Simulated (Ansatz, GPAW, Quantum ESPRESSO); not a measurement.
## Rb: programs and potentials compared

```
Rb
1.0
    -2.80250    2.80250    2.80250
     2.80250   -2.80250    2.80250
     2.80250    2.80250   -2.80250
Rb
1
Direct
  0.00000 0.00000 0.00000
```

Alike in all runs: task band structure; functional PBE; k mesh 7 × 7 × 7; occupations fermi-dirac, width 0.05 eV; no spin polarisation; no spin-orbit coupling. Pressure is positive in compression and, in plane waves, holds the error of the finite cutoff.

```tsv
program and potentials	plane-wave cutoff (eV)	notes	pressure (GPa)
GPAW, PAW data sets generated for this functional	600	-	0.08
Ansatz, all-electron LAPW, scalar-relativistic	-	-	0.09
Quantum ESPRESSO, PseudoDojo 0.4.1 SR PBE standard	626	-	0.09
```

The pressure spans 0.08 (GPAW, PAW data sets generated for this functional) to 0.09 GPa (Ansatz, all-electron LAPW, scalar-relativistic), with all-electron results at 0.09.

Differences between rows come from potentials, basis sets and numerical settings, since the functional is the same but for its coding. Runs on potential files found faulty are left out.
